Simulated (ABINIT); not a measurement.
Planning a run of ABINIT 10.8.3 on BN (Qingsongite). The input:

```
acell 3*1.0 Angstrom
rprim 
  -0.000000000000 1.807500000000 1.807500000000
  1.807500000000 0.000000000000 1.807500000000
  1.807500000000 1.807500000000 -0.000000000000
ntypat 2
znucl 5 7
natom 2
typat 1 2
xred 
  0.000000000000 0.000000000000 0.000000000000
  0.250000000000 0.250000000000 0.250000000000
pp_dirpath "pseudos"
pseudos "B.upf, N.upf"
ecut 36
ngkpt 6 6 6
nshiftk 1
shiftk 0 0 0
kptopt 1
chksymbreak 0
istwfk *1
occopt 1
irdwfk 1
optdriver 99
bs_calctype 1
mbpt_sciss 1.993 eV
bs_loband 2
nband 6
bs_exchange_term 0
bs_coulomb_term 11
bs_coupling 0
bs_algorithm 1
bs_freq_mesh 0 14 0.1 eV
zcut 0.1 eV
ecuteps 3
ecutwfn 18
inclvkb 2
irdscr 1
indata_prefix "in"
outdata_prefix "out"
tmpdata_prefix "tmp"
```

```sh
OMP_NUM_THREADS=1 mpirun -n 8 abinit run.abi > log
```

Estimate wall time and host memory on 8 MPI ranks of Intel Xeon Platinum 8259CL at 2.50GHz (Skylake/Cascade Lake), shared host.

It took 30 s; on shared hardware allow 15 s to 59 s. Peak host memory was 0.53 GiB.

The kernel grows as the square of the matrix size, and full diagonalisation as its cube.

[Paths, hosts, dates, memory and timing lines, banners, echoed tables and standing remarks are left out of the program output.]

[Logs are printed without paths, hosts, clocks, repeated set-up lines and the standing remarks that a program may print on its own settings, such as how far it seeks lower states.]

[Runs of the session that timed out or met a known fault of the program may be left out.]

[Hosts, paths, dates, database ids (printed as entryN), source tags and the programs' standing remarks are cut or masked in the printed files.]

[G0W0 gaps are taken among the corrected bands and points alone; a level outside them can change the order at an edge.]

[Where Ansatz stands beside ABINIT at settings called matched, ABINIT's density can come from a denser mesh and the files from another edition; pairs whose starting gaps differed by over 0.03 eV were left out, so agreement reads better than it is.]
